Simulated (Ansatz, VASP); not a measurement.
# Cr in VASP and in Ansatz

```xyz
1
Lattice="0.0000 1.7664 1.8400 1.7664 0.0000 1.8400 1.7664 1.7664 0.0000" Properties=species:S:1:pos:R:3 pbc="T T T"
Cr    0.0000    0.0000    0.0000
```

Change from the starting cell: strain -0.040 along x and y, +0.000 along z, atoms carried along.

Alike in both runs: task single point; functional PBE; k mesh 22 × 22 × 22; occupations gaussian, width 0.15 eV; no spin polarisation.

```csv
,VASP,Ansatz
version,VASP 6.6.1,Ansatz 0.2.0
potentials or method,"VASP PAW PBE potentials, release 64 (Cr_pv)","scalar-relativistic, plane waves, PAW"
plane-wave cutoff (eV),520,420
valence electrons in the cell,12,14
```

VASP gave:

| Quantity | Value |
| --- | --- |
| gap on the k mesh at the Fermi level (eV) | none |
| pressure (GPa) | 7.8 |
| largest component of the traceless stress (GPa) | 7.71 |

Task: What did Ansatz give for the same quantities?

Result: gap on the k mesh at the Fermi level (eV): none; pressure (GPa): 8.7; largest component of the traceless stress (GPa): 7.76.

A gap of «none» marks a metal or a gap that the smearing closes. With one functional, cell and mesh, what is left measures potentials, basis and numerics. The two sets of potentials don't hold the same shells in valence.

Caveats: the run has no spin polarisation, though such a crystal can be magnetic. Spin polarisation is off, so any magnetic state and its effect on volume and gap are missing.
